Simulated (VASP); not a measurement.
# N2 in VASP: a series of runs, part 2 of 2

VASP 6.6.1. The steps go on from the part before.

### Step 4. Single point, RPBE

File INCAR:

```
SYSTEM = N
PREC = Accurate
ENCUT = 400
EDIFF = 1E-6
ISMEAR = 0
SIGMA = 0.01
LREAL = .FALSE.
LASPH = .TRUE.
NELM = 100
ALGO = Normal
ISIF = 2
LWAVE = .FALSE.
LCHARG = .FALSE.
GGA = RP
NBANDS = 12
ISYM = 0
```

File KPOINTS:

```
regular mesh
0
G
  1 1 1
  0 0 0
```

File POSCAR:

```
N                                       
1.0
   11.4414717937      0.0000000000      0.0000000000
    0.0000000000     11.9414717937      0.0000000000
    0.0000000000      0.0000000000     12.4414717937
  N             
     2
Selective dynamics
Direct
     0.5214622657000021    0.5159199176000016    0.4621639702999971   F   F   F
     0.4777975864411552    0.4920518644329004    0.5391389000487088   T   T   T
```

Potentials or basis: VASP PAW PBE potentials, release 64 (N).

On the command line:

```sh
$ cat potpaw_PBE.64/N/POTCAR > POTCAR
$ mpirun -np 4 vasp_gam > vasp.out
```

OUTCAR:

```text
SYSTEM = N
   PREC = Accurate
   ENCUT = 400
   EDIFF = 1E-6
   ISMEAR = 0
   LREAL = .FALSE.
   LASPH = .TRUE.
   NELM = 100
   ISIF = 2
   GGA = RP
   ISYM = 0

 ion  position               nearest neighbor table
   1  0.521  0.516  0.462-   2 1.12
   2  0.478  0.492  0.539-   1 1.12

IMPORTANT INFORMATION: All symmetrisations will be switched off!
NOSYMM: (Re-)initialisation of all symmetry stuff for point group C_1.

----------------------------------------------------------------------------------------

                                     Primitive cell

  volume of cell :    1699.8536

  direct lattice vectors                    reciprocal lattice vectors
    11.441471794  0.000000000  0.000000000     0.087401343  0.000000000  0.000000000
     0.000000000 11.941471794  0.000000000     0.000000000  0.083741771  0.000000000
     0.000000000  0.000000000 12.441471794     0.000000000  0.000000000  0.080376343

  length of vectors
    11.441471794 11.941471794 12.441471794     0.087401343  0.083741771  0.080376343

  position of ions in fractional coordinates (direct lattice)
     0.521462266  0.515919918  0.462163970
     0.477797586  0.492051864  0.539138900

  ion indices of the primitive-cell ions
   primitive index   ion index
                 1           1
                 2           2

----------------------------------------------------------------------------------------

 KPOINTS: regular mesh

Automatic generation of k-mesh.
 Grid dimensions read from file:
 generate k-points for:    1    1    1

 Generating k-lattice:

  Cartesian coordinates                     Fractional coordinates (reciprocal lattice)
     0.087401343  0.000000000  0.000000000     1.000000000  0.000000000  0.000000000
[... 51 lines left out ...]
   EFERMI_NEDOS =   21; number of points for ismear=-14 and -15
   IALGO  =     38    algorithm
   IMIX   =      4    mixing-type and parameters
     AMIX     =   0.40;   BMIX     =  1.00
     AMIX_MAG =   1.60;   BMIX_MAG =  1.00
  volume/ion in A,a.u.               =     849.93      5735.59
  Fermi-wavevector in a.u.,A,eV,Ry     =   0.295532  0.558474  1.188320  0.087339
  Thomas-Fermi vector in A             =   1.159194
   LORBIT       =      0    0 simple, 1 ext, 2 COOP (PROOUT), +10 PAW based schemes
   GGA     = RP    functional components
   LHFCALC =     F    Hartree Fock is set to
   AEXX    =    0.0000 exact exchange contribution
   IVDW    =     0    specifies the selected vdW correction
   LEPSILON=     F    determine dielectric tensor
   LRPA    =     F    only Hartree local field effects (RPA)
 non-spin polarized calculation
 Gauss-broadening in eV      SIGMA  =   0.01
  energy-cutoff  :      400.00
  volume of cell :     1699.85
 maximum number of plane-waves:     15454
 NGX is ok and might be reduce to    80
   NGX = 37   NGY = 39   NGZ = 41

 number of electron      10.0000002 magnetization

 Free energy of the ion-electron system (eV)
  ---------------------------------------------------
  ext. energy  EPLUGINS =         0.00000000
  ---------------------------------------------------
  free energy    TOTEN  =       -16.26159400 eV

  energy without entropy =      -16.26159400  energy(sigma->0) =      -16.26159400

 E-fermi :  -9.9933     XC(G=0):  -0.4035

 val. band max:      -10.0635368233   @ k =   0.0000   0.0000   0.0000
 cond. band min:      -2.0125994381   @ k =   0.0000   0.0000   0.0000
 fundamental gap:      8.0509373853
 Fermi energy:        -9.9933031588

 k-point     1 :       0.0000    0.0000    0.0000
  band No.  band energies     occupation
      1     -28.0784      2.00000
      2     -13.5491      2.00000
      3     -11.3626      2.00000
      4     -11.3624      2.00000
      5     -10.0635      2.00000
      6      -2.0126      0.00000
      7      -2.0121      0.00000
      8      -0.2195      0.00000
      9       0.7046      0.00000
     10       0.7243      0.00000
     11       0.7551      0.00000
     12       0.8308      0.00000

------------------------ aborting loop because EDIFF is reached ----------------------------------------

  FORCE on cell =-STRESS in cart. coord.  units (eV):
  Direction    XX          YY          ZZ          XY          YZ          ZX
  --------------------------------------------------------------------------------------
  -------------------------------------------------------------------------------------
  Total       -0.9457193     -1.0256143     -0.6737838      0.0595393     -0.1108429     -0.1983023
  in kB       -0.8913768     -0.9666810     -0.6350671      0.0561181     -0.1044737     -0.1869075
  external PRESSURE =      -0.8310416 kB  Pullay stress =       0.0000000 kB

 VOLUME and BASIS-vectors are now :
 -----------------------------------------------------------------------------
  energy-cutoff  :      400.00
  volume of cell :     1699.85
      direct lattice vectors                 reciprocal lattice vectors
    11.441471794  0.000000000  0.000000000     0.087401343  0.000000000  0.000000000
     0.000000000 11.941471794  0.000000000     0.000000000  0.083741771  0.000000000
     0.000000000  0.000000000 12.441471794     0.000000000  0.000000000  0.080376343

 POSITION                                       TOTAL-FORCE (eV/Angst)
 -----------------------------------------------------------------------------------
      5.96630      6.16084      5.75000         0.295726      0.164646     -0.562883
      5.46671      5.87582      6.70768        -0.295726     -0.164646      0.562883
 -----------------------------------------------------------------------------------
    total drift:                               -0.000126      0.000065     -0.000373

  FREE ENERGIE OF THE ION-ELECTRON SYSTEM (eV)
  ---------------------------------------------------
  free  energy   TOTEN  =       -16.2615939979 eV

  energy  without entropy=      -16.2615939979  energy(sigma->0) =      -16.26159400
```

stdout:

```text
POSCAR found type information on POSCAR N
 POSCAR found :  1 types and       2 ions
 scaLAPACK will be used
 -----------------------------------------------------------------------------
|                                                                             |
|                                                                             |
|     You enforced a specific xc type in the INCAR file but a different       |
|     I HOPE YOU KNOW WHAT YOU ARE DOING!                                     |
|                                                                             |
 -----------------------------------------------------------------------------

 LDA part: xc-table for (Slater+PW92), standard interpolation
 POSCAR, INCAR and KPOINTS ok, starting setup
 FFT: planning ... GRIDC
 FFT: planning ... GRID_SOFT
 FFT: planning ... GRID
 WAVECAR not read
 entering main loop
```

Wall time 21 s (4 MPI ranks of Intel Xeon Platinum 8488C (Sapphire Rapids), shared host); peak memory 0.33 GiB.

What came out:

| Item | Value |
| --- | --- |
| Free energy | -16.2616 eV |
| Largest force | 0.657 eV/Å |
| Gap between the frontier levels | 8.05 eV |

Forces on the atoms (eV/Å):
```
N    0.296  0.165 -0.563
N   -0.296 -0.165  0.563
```

Levels at points of the mesh, in eV from the valence-band top:
| k point | band 1 | band 2 | band 3 | band 4 | band 5 | band 6 | band 7 | band 8 | band 9 | band 10 |
| --- | --- | --- | --- | --- | --- | --- | --- | --- | --- | --- |
| (0.00, 0.00, 0.00) | -18.01 | -3.49 | -1.30 | -1.30 | 0.00 | 8.05 | 8.05 | 9.84 | 10.77 | 10.79 |

Caveat: the cutoff is under 1.25 times the usual one of these potentials, so pressure, stress and relaxed cells hold a basis-set (Pulay) error; the standard files for N, O and F lose accuracy on very short bonds; the PAW data sets were made with another functional, which shifts forces and pressure a little.

### Step 5. The runs side by side

```csv
task,level,cell,atoms held fixed (from 0),gap on the mesh (eV),largest force (eV/Å)
relaxation of the atoms,PBE+D3(BJ),atoms relaxed,[0],8.02,-
single point,PBE,as given,-,8.02,0.01
single point,RPBE,as given,-,8.05,0.66
```

Alike in all rows: potentials or basis VASP PAW PBE potentials, release 64 (N); no spin polarisation; k mesh 1 × 1 × 1; cutoff (eV) 400; smearing gaussian 0.01 eV.

Caveats: the cutoff is under 1.25 times the usual one of these potentials, so pressure, stress and relaxed cells hold a basis-set (Pulay) error; the standard files for N, O and F lose accuracy on very short bonds; the PAW data sets were made with another functional, which shifts forces and pressure a little (some runs).

Total energies depend on the potentials used, so only differences within one code and one set of settings carry meaning.
